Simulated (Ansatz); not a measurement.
**Map of one atom of the cell for ZnTe (zinc blende)**

Relaxed ZnTe (zinc blende):

```xyz
2
Lattice="0.0000 3.0895 3.0895 3.0895 0.0000 3.0895 3.0895 3.0895 0.0000" Properties=species:S:1:pos:R:3 pbc="T T T"
Te     4.6343     4.6343     4.6343
Zn     0.0000     0.0000     0.0000
```

Two-dimensional scan of atom 2 (Zn, nearest neighbour Te at 2.676 Å; its periodic images, 4.4 Å or more away, move with it): u runs along (1.000, 0.000, 0.000), v along (0.000, 1.000, 0.000) (Cartesian). Cell and other atoms are fixed.

The numbers are results of PBE (plane waves to 420 eV, PAW, scalar-relativistic; Ansatz, a quantum-chemistry and plane-wave program), not measurements. k mesh 8×8×8 (Γ-centred), Fermi-Dirac smearing 0.05 eV. Energies are smeared free energies. Fu and Fv are the components of the force on the atom. Spin-orbit coupling is left out, though Te is heavy. ZnTe was relaxed with its symmetry unable to fall. The zero of ΔE is the undisplaced structure. Axes are in Å.

ΔE (meV/cell), with u across and v down:

```
v \ u   -0.400  -0.267  -0.133  0.000  0.133  0.267  0.400
------  ------  ------  ------  -----  -----  -----  -----
-0.400     850     574     405    347    405    574    850
-0.267     574     346     205    157    205    346    574
-0.133     405     205      82     40     82    205    405
0.000      347     157      40      0     40    157    347
0.133      405     205      82     40     82    205    405
0.267      574     346     205    157    205    346    574
0.400      850     574     405    347    405    574    850
```

Fu (eV/Å), with u across and v down:

```csv
v \ u,-0.400,-0.267,-0.133,0.000,0.133,0.267,0.400
-0.400,2.44,1.68,0.85,0.00,-0.85,-1.68,-2.44
-0.267,2.02,1.39,0.71,0.00,-0.71,-1.39,-2.02
-0.133,1.76,1.22,0.62,0.00,-0.62,-1.22,-1.76
0.000,1.68,1.16,0.60,0.00,-0.60,-1.16,-1.68
0.133,1.76,1.22,0.62,0.00,-0.62,-1.22,-1.76
0.267,2.02,1.39,0.71,0.00,-0.71,-1.39,-2.02
0.400,2.44,1.68,0.85,0.00,-0.85,-1.68,-2.44
```

Derived quantities:

```
Item                                                                                                                                                                                              Result
-----------------------------------------------------------------------------  -------------------------------------------------------------------------------------------------------------------------
Principal force constants in the plane (five-point differences of the forces)                                                                                                       4.5 eV/Å², isotropic
Centre of the map                                                                                                                                                                              a minimum
Lowest place on the grid                                                                                                                                           u = 0.000 Å, v = 0.000 Å (0 meV/cell)
Highest place on the grid, met at several equal points                         u = -0.400 Å, v = -0.400 Å; u = 0.400 Å, v = -0.400 Å; u = -0.400 Å, v = 0.400 Å; u = 0.400 Å, v = 0.400 Å (850 meV/cell)
```

(A displaced cell: forces are minus the slopes of the energy, force constants its curvatures, and phonons follow from these.)
